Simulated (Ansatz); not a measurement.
Below is a relaxed structure of FePt. The cell was found from a structure generator's guess, not taken from experiment.

Theory: DFT PBE, scalar-relativistic, plane waves, PAW in Ansatz. Cutoff 420 eV, Γ-centred mesh, Gaussian smearing, collinear spin.

```cif
data_structure
_symmetry_space_group_name_H-M 'P 1'
_symmetry_Int_Tables_number 1
_cell_length_a 2.7292
_cell_length_b 2.7292
_cell_length_c 4.3708
_cell_angle_alpha 90.000
_cell_angle_beta 90.000
_cell_angle_gamma 120.000
_cell_volume 28.19
loop_
_atom_site_label
_atom_site_type_symbol
_atom_site_fract_x
_atom_site_fract_y
_atom_site_fract_z
_atom_site_occupancy
Fe1 Fe 0.33333 0.66667 0.50000 1
Pt1 Pt 0.66667 0.33333 0.00000 1
```

The zero of energy is the elements' standard structures at the same level; no fitted shifts are applied.

Q: What space group does it have?

A: P-6m2 (No. 187), with Fe and Pt ordered on hcp sites. Conventional cell: a = 2.729 Å, c = 4.371 Å. Around Fe lie 6 Pt at 2.69 Å and 6 Fe at 2.73 Å; Pt has 6 Fe at 2.69 Å and 6 Pt at 2.73 Å.

Q: What is its formation energy per atom?

A: −0.11 eV/atom.

Q: Is it a metal?

A: Yes, bands cross the Fermi level on the 24×24×12 mesh.

Q: Which magnetic moments does it keep?

A: 1.58 μB per atom net, the space between the atoms included; by site: Fe 2.9; Pt 0.3 μB.

The last run used collinear spin, a 24×24×12 mesh (in the run's order of axes) for its 2-atom cell and Gaussian smearing of 0.10 eV. These runs have no spin–orbit coupling, which can matter for Pt. Another magnetic order may lie lower. Symmetry constrained the relaxation, so the result can be a saddle point. Another cell of FePt relaxed alike, in P4/mmm, lies 121 meV/atom lower, so this cell isn't the stable form at this level.
